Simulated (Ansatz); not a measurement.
**Structure types of GaN compared at 18 GPa**

Structure types of GaN are relaxed in primitive cells with their symmetry kept at 18 GPa, on PAW files; LAPW relaxes the small cells further and takes the PAW cell for the others (marked *). The enthalpy is E + pV at zero temperature, without zero-point motion. Only the types listed were tried, and differences under about 5 meV/atom are mesh noise. The real phase may be another.

All numbers are PBE results (scalar-relativistic) from Ansatz 0.2.0, with Fermi–Dirac smearing of 0.08 eV, no spin polarisation. Methods: LAPW: all electrons, basis error target 0.5 meV/atom; PAW: frozen-core files, cutoff 420 eV.

k meshes: rocksalt 16×16×16, CsCl 14×14×14, zincblende 16×16×16, wurtzite 12×12×7, NiAs 11×11×7.

Q: Order the types by LAPW enthalpy, lowest first.
A. zincblende
B. rocksalt
C. NiAs
D. CsCl
E. wurtzite

A: E (0 meV/atom), A (6 meV/atom), B (269 meV/atom), C (424 meV/atom), D (1464 meV/atom).

```json
{"start type": "rocksalt", "ends as": "rocksalt, Fm-3m", "a, b, c (Å)": "4.166, 4.166, 4.166", "V (Å³/atom)": "9.04", "H − H(lowest), LAPW (meV/atom)": "269.5", "same, PAW": "266.8"}
{"start type": "CsCl", "ends as": "CsCl, Pm-3m", "a, b, c (Å)": "2.656, 2.656, 2.656", "V (Å³/atom)": "9.37", "H − H(lowest), LAPW (meV/atom)": "1464.2", "same, PAW": "1461.0"}
{"start type": "zincblende", "ends as": "zincblende, F-43m", "a, b, c (Å)": "4.419, 4.419, 4.419", "V (Å³/atom)": "10.78", "H − H(lowest), LAPW (meV/atom)": "5.8", "same, PAW": "5.8"}
{"start type": "wurtzite*", "ends as": "wurtzite, P6_3mc", "a, b, c (Å)": "3.127, 3.127, 5.095", "V (Å³/atom)": "10.79", "H − H(lowest), LAPW (meV/atom)": "0.0", "same, PAW": "0.0"}
{"start type": "NiAs*", "ends as": "NiAs, P6_3/mmc", "a, b, c (Å)": "2.924, 2.924, 4.986", "V (Å³/atom)": "9.23", "H − H(lowest), LAPW (meV/atom)": "423.9", "same, PAW": "421.4"}
```
